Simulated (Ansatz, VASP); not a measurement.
One calculation of Cu3Au (Auricupride), two programs

```
Au Cu
1.0
     3.74000    0.00000    0.00000
     0.00000    3.74000    0.00000
     0.00000    0.00000    3.74000
Au Cu
1 3
Cartesian
  0.0000 0.0000 0.0000
  1.8700 1.8700 0.0000
  1.8700 0.0000 1.8700
  0.0000 1.8700 1.8700
```

Alike in both runs: task band structure; functional r2SCAN; k mesh 7 × 7 × 7; occupations fermi-dirac, width 0.05 eV; no spin polarisation.

|  | VASP | Ansatz |
| --- | --- | --- |
| version | VASP 6.6.1 | Ansatz 0.2.0 |
| potentials or method | VASP PAW PBE potentials, release 64 (Au, Cu) | Ansatz PAW |
| plane-wave cutoff (eV) | 520 | 500 |
| valence electrons in the cell | 44 | 76 |

Ansatz gave:

* gap on the k mesh at the Fermi level (eV): none
* pressure (GPa): -0.8

Question: Which values does VASP return?

Answer: gap on the k mesh at the Fermi level (eV): none; pressure (GPa): -0.2.

A gap of «none» marks a metal or a gap that the smearing closes. The two sets of potentials don't hold the same shells in valence.

Caveats: spin-orbit coupling is left out, which moves the levels of the heavy elements; the PAW data sets were made with another functional, which shifts forces and pressure a little (VASP); the PAW data sets come from PBE, with cores solved anew for the run's functional, which leaves a small shift of forces and pressure (Ansatz).
